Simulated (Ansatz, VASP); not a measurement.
**One calculation of Rb, two programs**

File INCAR:

```
SYSTEM = Rb
PREC = Accurate
ENCUT = 520
EDIFF = 1E-6
ISMEAR = 0
SIGMA = 0.1
LREAL = .FALSE.
LASPH = .TRUE.
NELM = 60
ALGO = Fast
ISIF = 2
LWAVE = .FALSE.
LCHARG = .FALSE.
GGA = PS
NBANDS = 10
```

The input KPOINTS:

```
regular mesh
0
G
  10 10 10
  0 0 0
```

POSCAR

```
Rb
1.0
    0.0000000000      3.5517266633      3.5517266633
    3.5517266633      0.0000000000      3.5517266633
    3.5517266633      3.5517266633      0.0000000000
Rb
1
Direct
    0.0000000000      0.0000000000      0.0000000000
```

Input for Ansatz:

```yaml
crystal:
  lattice:
    - [0.0, 3.5517266633, 3.5517266633]
    - [3.5517266633, 0.0, 3.5517266633]
    - [3.5517266633, 3.5517266633, 0.0]
  atoms:
    - { symbol: Rb, position: [0.0, 0.0, 0.0] }
basis:
  ecutwfc: 420
kpoints:
  mp_grid: { grid: [10, 10, 10] }
hamiltonian:
  xc: pbesol
scf:
  occupations: { method: gaussian, width: 0.1 }
output:
  forces: true
  stress: true
  eigenvalues: true
  populations: true
```

Alike in both runs: task single point; functional PBEsol; k mesh 10 × 10 × 10; occupations gaussian, width 0.1 eV; no spin polarisation.

|  | VASP | Ansatz |
| --- | --- | --- |
| version | VASP 6.6.1 | Ansatz 0.2.0 |
| potentials or method | VASP PAW PBE potentials, release 64 (Rb_sv) | scalar-relativistic, plane waves, PAW |
| plane-wave cutoff (eV) | 520 | 420 |
| valence electrons in the cell | 9 | 9 |

|  | VASP | Ansatz | Ansatz less VASP |
| --- | --- | --- | --- |
| gap on the k mesh at the Fermi level (eV) | none | none | - |
| pressure (GPa) | -0.1 | -0.1 | 0.00 |

A gap of «none» marks a metal or a gap that the smearing closes.

Caveats: the PAW data sets were made with another functional, which shifts forces and pressure a little (VASP).
